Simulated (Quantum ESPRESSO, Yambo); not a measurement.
# Quasiparticle gap of AlAs (F-43m) in Yambo, part 2 of 3

How does a plane-wave GW calculation on AlAs (F-43m) run from the first input to the gap?

Quantum ESPRESSO 7.5 and Yambo 5.3.0; PBE and many-body steps on it, plane waves. Known limits of the many-body steps: not at the basis limit; no spin-orbit coupling; coarse k mesh.

So far. Step 2 (Ground state): The gap is indirect, with the least direct gap 0.61 eV higher. Step 3 (Bands along the symmetry lines): The gap is 1.438 eV, as in the run before at this level.

### Step 4. Empty states on the mesh, 4×4×4 mesh, 115 bands

Level of this step: DFT, PBE, plane waves, norm-conserving pseudopotentials (Quantum ESPRESSO).

The sums over transitions need many empty states on a uniform mesh; this step solves for them.

pw.in reads:

```
&control
  calculation = 'nscf'
  prefix = 'x'
  outdir = 'o'
  pseudo_dir = 'pseudo'
/
&system
  ibrav = 0
  nat = 2
  ntyp = 2
  ecutwfc = 100.0
  nbnd = 115
  force_symmorphic = .true.
/
&electrons
  conv_thr = 1e-9
  electron_maxstep = 80
  diago_full_acc = .true.
  diago_thr_init = 5e-6
/
ATOMIC_SPECIES
  Al 26.982 Al.upf
  As 74.922 As.upf
CELL_PARAMETERS angstrom
  0.0000000000 2.8304000000 2.8304000000
  2.8304000000 0.0000000000 2.8304000000
  2.8304000000 2.8304000000 -0.0000000000
ATOMIC_POSITIONS crystal
  Al 0.0000000000 0.0000000000 0.0000000000
  As 0.2500000000 0.2500000000 0.2500000000
K_POINTS automatic
  4 4 4 0 0 0
```

Run with:

```bash
OMP_NUM_THREADS=1 mpirun -n 4 pw.x -nk 4 -in pw.in > pw.out
```

The program printed:

```text
[banner, memory and clock lines left out]
Program PWSCF v.7.5 starts

     Atomic positions and unit cell read from directory:
     o/x.save/

     Message from routine setup:
     using ibrav=0 with symmetry is DISCOURAGED, use correct ibrav instead

     G-vector sticks info

     bravais-lattice index     =            0
     lattice parameter (alat)  =       7.5642  a.u.
     unit-cell volume          =     306.0343 (a.u.)^3
     number of atoms/cell      =            2
     number of atomic types    =            2
     number of electrons       =        26.00
     number of Kohn-Sham states=          115
     kinetic-energy cutoff     =     100.0000  Ry
     charge density cutoff     =     400.0000  Ry
     Exchange-correlation= PBE
                           (   1   4   3   4   0   0   0)

     celldm(1)=   7.564177  celldm(2)=   0.000000  celldm(3)=   0.000000
     celldm(4)=   0.000000  celldm(5)=   0.000000  celldm(6)=   0.000000

     crystal axes: (cart. coord. in units of alat)
               a(1) = (   0.000000   0.707107   0.707107 )
               a(2) = (   0.707107   0.000000   0.707107 )
               a(3) = (   0.707107   0.707107  -0.000000 )

     reciprocal axes: (cart. coord. in units 2 pi/alat)
               b(1) = ( -0.707107  0.707107  0.707107 )
               b(2) = (  0.707107 -0.707107  0.707107 )
               b(3) = (  0.707107  0.707107 -0.707107 )
     Pseudo is Norm-conserving + core correction, Zval =  3.0
     Generated using ONCVPSP code by D. R. Hamann
     Using radial grid of 1876 points,  6 beta functions with:
     Pseudo is Norm-conserving + core correction, Zval = 23.0
     Generated using ONCVPSP code by D. R. Hamann
     Using radial grid of 1358 points,  6 beta functions with:
     Al                3.00    26.98200     Al( 1.00)
     As               23.00    74.92200     As( 1.00)

     24 Sym. Ops. (no inversion) found

   Cartesian axes

     site n.     atom                  positions (alat units)
         1        Al     tau(   1) = (   0.0000000   0.0000000   0.0000000  )
         2        As     tau(   2) = (   0.3535534   0.3535534   0.3535534  )

     number of k points=     8
                       cart. coord. in units 2pi/alat
        k(    1) = (   0.0000000   0.0000000   0.0000000), wk =   0.0312500
        k(    2) = (   0.1767767   0.1767767  -0.1767767), wk =   0.2500000
        k(    3) = (  -0.3535534  -0.3535534   0.3535534), wk =   0.1250000
[...]
k(    7) = (  -0.7071068   0.0000000   0.0000000), wk =   0.0937500
        k(    8) = (  -0.7071068   0.3535534   0.0000000), wk =   0.1875000

     Dense  grid:    41151 G-vectors     FFT dimensions: (  50,  50,  50)

     The potential is recalculated from file :
     o/x.save/charge-density

     Starting wfcs are   17 randomized atomic wfcs +   98 random wfcs

     Band Structure Calculation

     End of band structure calculation

          k = 0.0000 0.0000 0.0000 (  5065 PWs)   bands (ev):

  -176.9881-120.3709-120.3709-120.3709 -27.3877 -27.3877 -27.3877 -27.3771
   -27.3771  -4.8705   6.9991   6.9991   6.9991   9.0493  11.2909  11.2909
    11.2909  15.8858  16.0431  16.0431  18.4536  18.4536  18.4536  21.9189
    30.7849  30.7849  30.7849  32.7010  32.7010  33.0629  33.0629  33.0629
[...]
[... 3 further rows ...]
[...]
93.5603  94.2387  94.2387

          k = 0.1768 0.1768-0.1768 (  5168 PWs)   bands (ev):

  -176.9881-120.3709-120.3709-120.3709 -27.3876 -27.3873 -27.3873 -27.3771
[...]
[... 3 further rows ...]
[...]
97.2695  97.2695  97.7171

          k =-0.3536-0.3536 0.3536 (  5168 PWs)   bands (ev):

  -176.9881-120.3709-120.3709-120.3709 -27.3874 -27.3868 -27.3868 -27.3770
[...]
67.3176  69.4646  69.4646  69.7698  70.2946  70.2946  71.7273  72.7774
     [... 3 further rows ...]
    91.3162  92.1459  92.3070  93.6685  94.3954  94.4993  94.4993  94.5393
    94.5393  95.5738  97.1442

          k = 0.3536 0.0000 0.0000 (  5105 PWs)   bands (ev):

     [... further k-points ...]

     highest occupied, lowest unoccupied level (ev):     6.9991    8.4373

     XML data file, pseudopotentials, collected wavefunctions
```

Wall time 11 s (4 MPI ranks of Arm Neoverse V1, shared host); peak memory 0.46 GiB.

Numbers from this step:

| Property | Result |
| --- | --- |
| gap | 1.438 eV |
| k of the valence top | 0, 0, 0 |
| k of the conduction bottom | 0, -0.5, -0.5 |
| least direct gap | 2.050 eV |
| k points computed | 8 |
| lowest point of the top converged band, above the valence top | 87.2396 eV |

On this mesh the gap is 1.438 eV.

### Step 5. Conversion and set-up

This step: Yambo 5.3.0; conversion and set-up on PBE, plane waves, norm-conserving pseudopotentials.

The states are converted to the many-body program's format and the q mesh is built.

Run with:

```bash
(cd o/x.save; p2y > p2y.log; mv SAVE ../..); yambo > setup.log
```

The program printed:

```text
 Yambo, version 5.3.0

 [02] CORE Variables Setup
 =========================

  [02.01] Unit cells
  ==================

  Cell kind             :  FCC
  Atoms in the cell     :  Al  As
  number of Al atoms    :  1
  number of As atoms    :  1

  List of atomic masses
  Mass of Al    :  26.98200
  Mass of As    :  74.92200

  List of atomic coordinates    : [cc]
  Al1       :  0.000000  0.000000  0.000000  order 1
  As1       :  2.674340  2.674340  2.674340  order 2

  Alat factors          :  5.348681  5.348681  5.348681 [a.u.]
  Direct lattice volume :  306.0343 [a.u.]
  Direct lattice vectors:  A[ 1 ]  A[ 2 ]  A[ 3 ]
   A[ 1 ]:  0.000000  1.000000  1.000000  [iru]
   0.000000  5.348681  5.348681  [cc]
   A[ 2 ]:  1.000000  0.000000  1.000000  [iru]
   5.348681  0.000000  5.348681  [cc]
   A[ 3 ]:  1.000000  1.000000 -0.000000  [iru]
   5.348681  5.348681 -0.000000  [cc]

  Recip. lattice volume :  0.810531 [a.u.]
  Recip. lattice vectors:  B[ 1 ]  B[ 2 ]  B[ 3 ]
   B[ 1 ]: -0.500000  0.500000  0.500000  [iku]
  -0.587358  0.587358  0.587358  [cc]
   B[ 2 ]:  0.500000 -0.500000  0.500000  [iku]
   0.587358 -0.587358  0.587358  [cc]
   B[ 3 ]:  0.500000  0.500000 -0.500000  [iku]
   0.587358  0.587358 -0.587358  [cc]

  [02.02] Symmetries
  ==================

  Inversion symmetry    : yes
  Spatial inversion     : no
  Inversion index       :  25
  K-space Time-reversal : yes
  Magnetic symmetries   : no
  Time-reversal derived K-space symmetries:   25   48
  Group table correct   : yes
  Symmetries units      :  [cc]

   [S  1]:   1.0000      0.42730E-17  0.42730E-17  0.42730E-17   1.0000     -0.42730E-17 -0.42730E-17 -0.42730E-17   1.0000
   [S  2]:  -1.0000     -0.42730E-17  0.42730E-17 -0.42730E-17  -1.0000     -0.42730E-17  0.42730E-17  0.42730E-17   1.0000
   [S  3]:  -1.0000      0.42730E-17 -0.42730E-17 -0.42730E-17   1.0000      0.42730E-17  0.42730E-17 -0.42730E-17  -1.0000
[...]
[S  9]:  0.42730E-17   1.0000      0.42730E-17 -0.42730E-17  0.42730E-17   1.0000       1.0000     -0.42730E-17 -0.42730E-17
   [S 10]:  0.42730E-17  -1.0000     -0.42730E-17 -0.42730E-17 -0.42730E-17  -1.0000       1.0000      0.42730E-17  0.42730E-17
     [... 36 further rows ...]
   [S*47]:   1.0000      0.42730E-17 -0.42730E-17  0.42730E-17 -0.42730E-17  -1.0000     -0.42730E-17   1.0000      0.42730E-17
   [S*48]:   1.0000     -0.42730E-17  0.42730E-17  0.42730E-17  0.42730E-17   1.0000     -0.42730E-17  -1.0000     -0.42730E-17

  [02.03] Reciprocal space
  ========================

  nG shells         :   388
  nG charge         :   41151
  nG WFs            :   6151
  nC WFs            :   5190
  G-vecs. in first 38 shells:  [ Number ]
     1    9   15   27   51   59   65   89  113
    137   169   181   229   259   283   307   331   339
    387   411   459   531   537   561   609   645   701
[...]
1139  1211
  ...
[...]
K/Q-points units:
  rlu = crystal or reduced units; cc = cartesian coordinates; iku = interal k-units

  K [1]          [rlu]:  0.000000  0.000000  0.000000
         WF components:   5065
  K [2]          [rlu]: -0.99003E-17  0.39775E-17  0.25000
         WF components:   5168
  K [3]          [rlu]:  0.19801E-16 -0.79550E-17 -0.50000
         WF components:   5168
  K [4]          [rlu]: -0.97223E-17  0.25000      0.25000
         WF components:   5105
  K [5]          [rlu]: -0.11933E-16  0.25000     -0.50000
         WF components:   5179
  [... 2 further k-points ...]
  K [8]          [rlu]:  0.250000 -0.500000 -0.250000
         WF components:   5180

  [02.05] Energies & Occupations
  ==============================

  [X] === General ===
  [X] Electronic Temperature                        :  0.000000  0.000000 [eV K]
  [X] Bosonic    Temperature                        :  0.000000  0.000000 [eV K]
  [X] Finite Temperature mode                       : no
  [X] El. density                                   :  0.57332E+24 [cm-3]
  [X] Fermi Level                                   :  6.999082 [eV]

  [X] === Gaps and Widths ===
  [X] Conduction Band Min                           :  1.438227 [eV]
  [X] Valence Band Max                              :  0.000000 [eV]
  [X] Filled Bands                                  :  13
  [X] Empty Bands                                   :   14  115
  [X] Direct Gap                                    :  2.050208 [eV]
  [X] Direct Gap localized at k                     :  1
  [X] Indirect Gap                                  :  1.438227 [eV]
  [X] Indirect Gap between kpts                     :   1   7
  [X] Last valence band width                       :  2.822586 [eV]
  [X] 1st conduction band width                     :  2.893526 [eV]

  E @ K [1]:  [eV]
  -183.9871 -127.3699 -127.3699 -127.3699  -34.3868  -34.3868  -34.3868  -34.3762
   -34.376      -11.870     -0.43077E-09 -0.28472E-09   0.0000       2.0502       4.2918       4.2918
    4.29183   8.88674   9.04406   9.04406  11.45451  11.45451  11.45451  14.91981
[...]
occ @ K [1]
[...]
E @ K [2]:  [eV]
[...]
occ @ K [2]
[...]
E @ K [3]:  [eV]
[...]
occ @ K [3]
[...]
E @ K [4]:  [eV]
[...]
occ @ K [4]
[...]
E @ K [5]:  [eV]
[...]
occ @ K [5]
[...]
[... 2 further k-points ...]
  E @ K [8]:  [eV]
[...]
occ @ K [8]
[...]
0.000000  0.000000  0.000000  0.000000  0.000000  0.000000  0.000000  0.000000
   0.000000  0.000000  0.000000  0.000000  0.000000  0.000000  0.000000  0.000000

 [03] Transferred momenta grid and indexing
 ==========================================

 IBZ Q-points                                      :   8
 BZ  Q-points                                      :   64

 K/Q-points units:
 rlu = crystal or reduced units; cc = cartesian coordinates; iku = interal k-units

 Q [1]          [rlu]:  0.000000  0.000000  0.000000
 Q [2]          [rlu]:  0.81056E-17  0.81056E-17  0.25000
 Q [3]          [rlu]: -0.16211E-16 -0.16211E-16 -0.50000
[...]
Q [7]          [rlu]:  0.19445E-16 -0.50000     -0.50000
 Q [8]          [rlu]:  0.250000 -0.500000 -0.250000

  [03.01] X indexes
  =================

   [03.01.01] Sigma indexes
   ========================

 [06] Game Over & Game summary
```

Run time: 3.3 s. Hardware: 1 MPI rank; peak memory 0.26 GiB.

(Part 2 of 3 ends here.)

[Paths, hosts, dates, memory and timing lines, banners, echoed tables and standing remarks are left out of the program output.]

[Logs are printed without paths, hosts, clocks, repeated set-up lines and the standing remarks that a program may print on its own settings, such as how far it seeks lower states.]

[Runs of the session that timed out or met a known fault of the program may be left out.]

[Hosts, paths, dates, database ids (printed as entryN), source tags and the programs' standing remarks are cut or masked in the printed files.]
